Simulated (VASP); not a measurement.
# MgO in VASP: one cell, several levels of theory

MgO built on the rocksalt prototype, under -4.0 % equal strain in all directions is computed at one geometry. Runs: PBE, r2SCAN. The results are then set beside those of Ansatz 0.2.0 for the same cell.

The runs shown are made with VASP 6.6.1. PAW datasets, plane waves. Computed at 0 K without zero-point motion; spin polarisation is off.

## Step 1: The cell

The cell comes from an earlier relaxation with r2SCAN in another program.

Space group Fm-3m (No. 225), cubic; conventional cell a = 4.036 Å, 8.22 Å³ an atom. Mg has 6 O at 2.02 Å; O has 6 Mg at 2.02 Å.

As a file:

```xyz
2
Lattice="0.0000 2.0181 2.0181 2.0181 0.0000 2.0181 2.0181 2.0181 0.0000" Properties=species:S:1:pos:R:3 pbc="T T T"
Mg    0.0000    0.0000    0.0000
O     2.0181    2.0181    2.0181
```

## Step 2: Single point with PBE

INCAR

```
ENCUT = 520.000000
SIGMA = 0.020000
EDIFF = 1.00e-07
GGA = PE
PREC = Accurate
IBRION = -1
ISIF = 2
ISMEAR = -1
NBANDS = 11
NELM = 120
NSW = 0
LASPH = .TRUE.
LCHARG = .FALSE.
LWAVE = .FALSE.
LREAL = .FALSE.
```

KPOINTS

```
KPOINTS created by Atomic Simulation Environment
0
Gamma
10 10 10
0 0 0
```

KPOINTS_OPT

```
special points
6
Reciprocal
0.0000000000 0.0000000000 0.0000000000 1
0.5000000000 0.0000000000 0.5000000000 1
0.6250000000 0.2500000000 0.6250000000 1
0.3750000000 0.3750000000 0.7500000000 1
0.5000000000 0.5000000000 0.5000000000 1
0.5000000000 0.2500000000 0.7500000000 1
```

POSCAR

```
Mg O
 1.0000000000000000
     0.0000000000000000    2.0180807187999998    2.0180807187999998
     2.0180807187999998    0.0000000000000000    2.0180807187999998
     2.0180807187999998    2.0180807187999998    0.0000000000000000
 Mg  O
   1   1
Cartesian
  0.0000000000000000  0.0000000000000000  0.0000000000000000
  2.0180807187999994  2.0180807187999994  2.0180807187999994
```

The run uses the recommended PBE PAW datasets (8 valence electrons a neutral cell).

Launch:

```
> mpirun -np 1 vasp_std
```

Printed to the terminal (iteration lines stand in OSZICAR):

```text
POSCAR found type information on POSCAR MgO
 POSCAR found :  2 types and       2 ions
 LDA part: xc-table for (Slater+PW92), standard interpolation
 POSCAR, INCAR and KPOINTS ok, starting setup
 FFT: planning ... GRIDC
 FFT: planning ... GRID_SOFT
 FFT: planning ... GRID
 WAVECAR not read
 entering main loop
 Start KPOINTS_OPT (optional k-point list driver)
k-point batch [1-6\6]
```

OSZICAR:

```text
N       E                     dE             d eps       ncg     rms          rms(c)
DAV:   1     0.142350288951E+02    0.14235E+02   -0.48766E+03  1210   0.661E+02
DAV:   2    -0.127320683925E+02   -0.26967E+02   -0.26382E+02  1197   0.140E+02
DAV:   3    -0.132857421675E+02   -0.55367E+00   -0.55331E+00  1238   0.170E+01
DAV:   4    -0.132870902627E+02   -0.13481E-02   -0.13481E-02  1148   0.936E-01
DAV:   5    -0.132870942152E+02   -0.39524E-05   -0.39525E-05  1187   0.493E-02    0.741E+00
DAV:   6    -0.116856914874E+02    0.16014E+01   -0.80271E+00  1073   0.164E+01    0.205E+00
DAV:   7    -0.116762188281E+02    0.94727E-02   -0.63658E-02  1142   0.207E+00    0.132E+00
DAV:   8    -0.116716065651E+02    0.46123E-02   -0.19974E-02  1091   0.162E+00    0.188E-01
DAV:   9    -0.116713534689E+02    0.25310E-03   -0.47848E-04  1199   0.146E-01    0.102E-01
DAV:  10    -0.116713795281E+02   -0.26059E-04   -0.39751E-04  1130   0.144E-01    0.144E-02
DAV:  11    -0.116713794389E+02    0.89254E-07   -0.68197E-06  1202   0.197E-02    0.298E-03
DAV:  12    -0.116713793181E+02    0.12071E-06   -0.26540E-07  1133   0.422E-03    0.524E-04
DAV:  13    -0.116713793457E+02   -0.27509E-07   -0.15809E-08   631   0.691E-04
   1 F= -.11671379E+02 E0= -.11671379E+02  d E =-.526289E-12
       N       E                     dE             ncg
DAV:   1     0.305216652385E+03   -0.17785E+04      148
DAV:   2     0.158064284397E+03   -0.14715E+03      150
DAV:   3     0.155880684691E+03   -0.21836E+01      162
DAV:   4     0.155875862971E+03   -0.48217E-02      153
DAV:   5     0.155875846900E+03   -0.16072E-04      147
DAV:   6     0.155875846832E+03   -0.67769E-07      153
```

The lines after F= are the extra pass for the points of KPOINTS_OPT, at fixed density; their E is not a total energy.

Parts of OUTCAR:

```text
k-points           NKPTS =     47   k-points in BZ     NKDIM =     47   number of bands    NBANDS=     11

   NELECT =       8.0000    total number of electrons

   dimension x,y,z NGX =    24 NGY =   24 NGZ =   24
   dimension x,y,z NGXF=    48 NGYF=   48 NGZF=   48

  energy-cutoff  :      520.00
  volume of cell :       16.44
      direct lattice vectors                 reciprocal lattice vectors
     0.000000000  2.018080719  2.018080719    -0.247760159  0.247760159  0.247760159
     2.018080719  0.000000000  2.018080719     0.247760159 -0.247760159  0.247760159
     2.018080719  2.018080719  0.000000000     0.247760159  0.247760159 -0.247760159

 k-points in reciprocal lattice and weights: KPOINTS created by Atomic Simulation Env
   0.00000000  0.00000000  0.00000000       0.001
   0.10000000  0.00000000  0.00000000       0.008
   0.20000000  0.00000000  0.00000000       0.008
   0.30000000  0.00000000  0.00000000       0.008
   0.40000000  0.00000000  0.00000000       0.008
   0.50000000  0.00000000  0.00000000       0.004
   0.10000000  0.10000000  0.00000000       0.006
   0.20000000  0.10000000  0.00000000       0.024
[... 39 more k-points ...]

 E-fermi :   4.6680

 k-point     1 :       0.0000    0.0000    0.0000
  band No.  band energies     occupation
      1     -13.7546      2.00000
      2       4.2182      2.00000
      3       4.2182      2.00000
      4       4.2182      2.00000
      5      10.2949      0.00000
      6      20.7353      0.00000
      7      20.7353      0.00000
      8      20.7353      0.00000
      9      25.0049      0.00000
     10      26.9367      0.00000
     11      26.9367      0.00000

 k-point     2 :       0.1000    0.0000    0.0000
  band No.  band energies     occupation
      1     -13.6236      2.00000
      2       3.5385      2.00000
      3       4.1336      2.00000
      4       4.1336      2.00000
      5      10.9081      0.00000
      6      19.4480      0.00000
      7      21.0255      0.00000
      8      21.0255      0.00000
      9      26.3797      0.00000
     10      26.3797      0.00000
     11      26.8955      0.00000

 k-point     3 :       0.2000    0.0000    0.0000
  band No.  band energies     occupation
      1     -13.2613      2.00000
      2       2.0854      2.00000
      3       3.9199      2.00000
      4       3.9199      2.00000
      5      12.0737      0.00000
      6      17.9817      0.00000
      7      21.6743      0.00000
      8      21.6743      0.00000
      9      25.7594      0.00000
     10      25.7594      0.00000
     11      28.5929      0.00000

 k-point     4 :       0.3000    0.0000    0.0000
  band No.  band energies     occupation
      1     -12.7637      2.00000
      2       0.5714      2.00000
      3       3.6699      2.00000
      4       3.6699      2.00000
      5      12.8441      0.00000
      6      17.5764      0.00000
      7      22.0398      0.00000
      8      22.0398      0.00000
      9      26.1907      0.00000
     10      26.1907      0.00000
     11      28.0622      0.00000

 k-point     5 :       0.4000    0.0000    0.0000
  band No.  band energies     occupation
      1     -12.3074      2.00000
      2      -0.5657      2.00000
      3       3.4776      2.00000
      4       3.4776      2.00000
      5      12.9848      0.00000
      6      18.0197      0.00000
      7      21.9658      0.00000
      8      21.9658      0.00000
      9      27.4054      0.00000
     10      27.5525      0.00000
     11      27.5525      0.00000

 k-point     6 :       0.5000    0.0000    0.0000
  band No.  band energies     occupation
      1     -12.1168      2.00000
      2      -0.9938      2.00000
      3       3.4064      2.00000
      4       3.4064      2.00000
      5      12.9598      0.00000
      6      18.3253      0.00000
      7      21.8888      0.00000
      8      21.8888      0.00000
      9      27.1522      0.00000
     10      28.3895      0.00000
     11      28.3895      0.00000

 k-point     7 :       0.1000    0.1000    0.0000
  band No.  band energies     occupation
      1     -13.5814      2.00000
      2       3.4686      2.00000
      3       4.0393      2.00000
      4       4.0393      2.00000
      5      11.1124      0.00000
      6      18.9696      0.00000
      7      21.2069      0.00000
      8      21.2069      0.00000
      9      25.2589      0.00000
     10      27.2726      0.00000
     11      27.5067      0.00000

[... the tables of k-points 8 to 47 left out ...]

  Total        3.2739249      3.2739249      3.2739249     -0.0000000      0.0000000      0.0000000
  in kB      319.1050694    319.1050694    319.1050694     -0.0000000      0.0000000      0.0000000
  external PRESSURE =     319.1050694 kB  Pullay stress =       0.0000000 kB

 POSITION                                       TOTAL-FORCE (eV/Angst)
 -----------------------------------------------------------------------------------
      0.00000      0.00000      0.00000         0.000000      0.000000      0.000000
      2.01808      2.01808      2.01808        -0.000000     -0.000000     -0.000000
 -----------------------------------------------------------------------------------
    total drift:                               -0.000000     -0.000000      0.000000

  FREE ENERGIE OF THE ION-ELECTRON SYSTEM (eV)
  ---------------------------------------------------
  free  energy   TOTEN  =       -11.6713793457 eV

  energy  without entropy=      -11.6713793457  energy(sigma->0) =      -11.67137935
```

Hardware: 1 MPI rank of Intel Xeon Platinum 8488C, shared host.

The levels at the points of KPOINTS_OPT are read from vasprun.xml.

Near the gap, in eV above the top of the last filled band v; c is the band after it:

```csv
point,v−1,v,c,c+1
Γ,0.00,0.00,6.08,16.52
X,-1.53,-1.53,9.24,11.44
U,-3.08,-1.33,10.70,13.34
K,-3.08,-1.33,10.70,13.34
L,-0.81,-0.81,8.74,14.11
W,-3.38,-2.02,12.53,12.53
```

PBE gives a direct gap of 6.08 eV at Γ. Pressure: 31.91 GPa; the forces vanish within 0.01 eV/Å.

## Step 3: r2SCAN

INCAR

```
ENCUT = 520.000000
SIGMA = 0.010000
EDIFF = 1.00e-07
ALGO = Normal
METAGGA = R2SCAN
PREC = Accurate
IBRION = -1
ISIF = 2
ISMEAR = 0
NBANDS = 11
NELM = 120
NSW = 0
LASPH = .TRUE.
LCHARG = .FALSE.
LWAVE = .FALSE.
LREAL = .FALSE.
```

KPOINTS is that of step 2.

KPOINTS_OPT is that of step 2.

POSCAR is that of step 2.

Launch:

```
> mpirun -np 1 vasp_std
```

Printed to the terminal (iteration lines stand in OSZICAR):

```text
POSCAR found type information on POSCAR MgO
 POSCAR found :  2 types and       2 ions
 -----------------------------------------------------------------------------
|                                                                             |
|                                                                             |
|     You enforced a specific xc type in the INCAR file but a different       |
|     I HOPE YOU KNOW WHAT YOU ARE DOING!                                     |
|                                                                             |
 -----------------------------------------------------------------------------

 LDA part: xc-table for (None), standard interpolation
 POSCAR, INCAR and KPOINTS ok, starting setup
 FFT: planning ... GRIDC
 FFT: planning ... GRID_SOFT
 FFT: planning ... GRID
 WAVECAR not read
 entering main loop
 Start KPOINTS_OPT (optional k-point list driver)
k-point batch [1-6\6]
```

OSZICAR:

```text
N       E                     dE             d eps       ncg     rms          rms(c)
DAV:   1     0.877728899665E+01    0.87773E+01   -0.50186E+03  1218   0.680E+02
DAV:   2    -0.190582708243E+02   -0.27836E+02   -0.27247E+02  1211   0.145E+02
DAV:   3    -0.196307036030E+02   -0.57243E+00   -0.57207E+00  1241   0.176E+01
DAV:   4    -0.196322366013E+02   -0.15330E-02   -0.15330E-02  1166   0.102E+00
DAV:   5    -0.196322416987E+02   -0.50974E-05   -0.50974E-05  1202   0.576E-02    0.702E+00
DAV:   6    -0.159586804519E+02    0.36736E+01   -0.50494E+00  1079   0.130E+01    0.198E+00
DAV:   7    -0.160074609423E+02   -0.48780E-01   -0.32235E-01  1187   0.411E+00    0.144E+00
DAV:   8    -0.160189881200E+02   -0.11527E-01   -0.64429E-02  1085   0.232E+00    0.553E-01
DAV:   9    -0.160148902256E+02    0.40979E-02   -0.13581E-02  1115   0.777E-01    0.127E-01
DAV:  10    -0.160148063599E+02    0.83866E-04   -0.98134E-04  1139   0.231E-01    0.212E-02
DAV:  11    -0.160148255641E+02   -0.19204E-04   -0.89384E-06  1172   0.272E-02    0.648E-03
DAV:  12    -0.160148270919E+02   -0.15278E-05   -0.36395E-07  1154   0.423E-03    0.352E-03
DAV:  13    -0.160148268667E+02    0.22511E-06   -0.89800E-07  1094   0.638E-03    0.100E-04
DAV:  14    -0.160148266411E+02    0.22562E-06   -0.35684E-09   562   0.538E-04    0.813E-05
DAV:  15    -0.160148265866E+02    0.54536E-07   -0.46926E-10   571   0.142E-04
   1 F= -.16014827E+02 E0= -.16014827E+02  d E =-.198790-124
       N       E                     dE             ncg
DAV:   1     0.278872215599E+03   -0.18049E+04      148
DAV:   2     0.125131050186E+03   -0.15374E+03      150
DAV:   3     0.122928929057E+03   -0.22021E+01      162
DAV:   4     0.122923695126E+03   -0.52339E-02      153
DAV:   5     0.122923675670E+03   -0.19456E-04      147
DAV:   6     0.122923675580E+03   -0.90320E-07      153
```

OUTCAR, selected sections:

```text
k-points           NKPTS =     47   k-points in BZ     NKDIM =     47   number of bands    NBANDS=     11

   NELECT =       8.0000    total number of electrons

   dimension x,y,z NGX =    24 NGY =   24 NGZ =   24
   dimension x,y,z NGXF=    48 NGYF=   48 NGZF=   48

  energy-cutoff  :      520.00
  volume of cell :       16.44
      direct lattice vectors                 reciprocal lattice vectors
     0.000000000  2.018080719  2.018080719    -0.247760159  0.247760159  0.247760159
     2.018080719  0.000000000  2.018080719     0.247760159 -0.247760159  0.247760159
     2.018080719  2.018080719  0.000000000     0.247760159  0.247760159 -0.247760159

 k-points in reciprocal lattice and weights: KPOINTS created by Atomic Simulation Env
   0.00000000  0.00000000  0.00000000       0.001
   0.10000000  0.00000000  0.00000000       0.008
   0.20000000  0.00000000  0.00000000       0.008
   0.30000000  0.00000000  0.00000000       0.008
   0.40000000  0.00000000  0.00000000       0.008
   0.50000000  0.00000000  0.00000000       0.004
   0.10000000  0.10000000  0.00000000       0.006
   0.20000000  0.10000000  0.00000000       0.024
[... 39 more k-points ...]

 E-fermi :   3.9531

 k-point     1 :       0.0000    0.0000    0.0000
  band No.  band energies     occupation
      1     -15.1201      2.00000
      2       3.7869      2.00000
      3       3.7870      2.00000
      4       3.7870      2.00000
      5      10.7934      0.00000
      6      21.3673      0.00000
      7      21.3673      0.00000
      8      21.3673      0.00000
      9      25.8959      0.00000
     10      27.8126      0.00000
     11      27.8126      0.00000

 k-point     2 :       0.1000    0.0000    0.0000
  band No.  band energies     occupation
      1     -14.9907      2.00000
      2       3.1212      2.00000
      3       3.7003      2.00000
      4       3.7003      2.00000
      5      11.4024      0.00000
      6      20.0898      0.00000
      7      21.6701      0.00000
      8      21.6701      0.00000
      9      27.2592      0.00000
     10      27.2592      0.00000
     11      27.8144      0.00000

 k-point     3 :       0.2000    0.0000    0.0000
  band No.  band energies     occupation
      1     -14.6343      2.00000
      2       1.6681      2.00000
      3       3.4813      2.00000
      4       3.4813      2.00000
      5      12.5877      0.00000
      6      18.6298      0.00000
      7      22.3509      0.00000
      8      22.3509      0.00000
      9      26.6405      0.00000
     10      26.6405      0.00000
     11      29.6810      0.00000

 k-point     4 :       0.3000    0.0000    0.0000
  band No.  band energies     occupation
      1     -14.1480      2.00000
      2       0.1416      2.00000
      3       3.2247      2.00000
      4       3.2247      2.00000
      5      13.3711      0.00000
      6      18.2801      0.00000
      7      22.7456      0.00000
      8      22.7456      0.00000
      9      27.1123      0.00000
     10      27.1123      0.00000
     11      29.2034      0.00000

 k-point     5 :       0.4000    0.0000    0.0000
  band No.  band energies     occupation
      1     -13.7064      2.00000
      2      -1.0015      2.00000
      3       3.0272      2.00000
      4       3.0272      2.00000
      5      13.5010      0.00000
      6      18.8136      0.00000
      7      22.6808      0.00000
      8      22.6808      0.00000
      9      28.5461      0.00000
     10      28.5804      0.00000
     11      28.5804      0.00000

 k-point     6 :       0.5000    0.0000    0.0000
  band No.  band energies     occupation
      1     -13.5236      2.00000
      2      -1.4297      2.00000
      3       2.9539      2.00000
      4       2.9539      2.00000
      5      13.4698      0.00000
      6      19.1630      0.00000
      7      22.6043      0.00000
      8      22.6043      0.00000
      9      28.2908      0.00000
     10      29.5041      0.00000
     11      29.5041      0.00000

 k-point     7 :       0.1000    0.1000    0.0000
  band No.  band energies     occupation
      1     -14.9492      2.00000
      2       3.0538      2.00000
      3       3.6056      2.00000
      4       3.6056      2.00000
      5      11.6076      0.00000
      6      19.5919      0.00000
      7      21.8689      0.00000
      8      21.8689      0.00000
      9      26.1270      0.00000
     10      28.1592      0.00000
     11      28.4261      0.00000

[... the tables of k-points 8 to 47 left out ...]

  Total        2.5817998      2.5817998      2.5817998     -0.0000000      0.0000000      0.0000000
  in kB      251.6445618    251.6445618    251.6445618     -0.0000000      0.0000000      0.0000000
  external PRESSURE =     251.6445618 kB  Pullay stress =       0.0000000 kB

 POSITION                                       TOTAL-FORCE (eV/Angst)
 -----------------------------------------------------------------------------------
      0.00000      0.00000      0.00000         0.000000      0.000000      0.000000
      2.01808      2.01808      2.01808         0.000000      0.000000     -0.000000
 -----------------------------------------------------------------------------------
    total drift:                               -0.000000     -0.000000      0.000000

  FREE ENERGIE OF THE ION-ELECTRON SYSTEM (eV)
  ---------------------------------------------------
  free  energy   TOTEN  =       -16.0148265866 eV

  energy  without entropy=      -16.0148265866  energy(sigma->0) =      -16.01482659
```

Hardware: 1 MPI rank of Intel Xeon Platinum 8488C, shared host.

The levels at the points of KPOINTS_OPT are read from vasprun.xml.

Band energies at the special points (eV, zero at the top of v, the last band that the electrons fill by count):

```csv
point,v−1,v,c,c+1
Γ,0.00,0.00,7.01,17.58
X,-1.56,-1.56,10.17,12.58
U,-3.09,-1.36,11.69,14.55
K,-3.09,-1.36,11.69,14.55
L,-0.83,-0.83,9.68,15.38
W,-3.39,-2.03,13.61,13.61
```

r2SCAN gives a direct gap of 7.01 eV at Γ. The pressure is 25.16 GPa; the forces vanish within 0.01 eV/Å.

## Step 4: What came out

| level | gap (eV) | pressure (GPa) | Ansatz: gap (eV) | Ansatz: pressure (GPa) |
| --- | --- | --- | --- | --- |
| PBE | 6.08 | 31.91 | 6.09 | 32.48 |
| r2SCAN | 7.01 | 25.16 | 7.03 | 26.24 |

In words: The gap spans 6.08 eV (PBE) to 7.01 eV (r2SCAN). At this one volume the pressure spans 25.2 GPa (r2SCAN) to 31.9 GPa (PBE): PBE wants the largest cell and r2SCAN the smallest. The two programs agree on the gap within 0.03 eV, far less than the spread between functionals. Each program uses its own PAW datasets and cutoff. VASP's cell holds 8 valence electrons and Ansatz's 16.
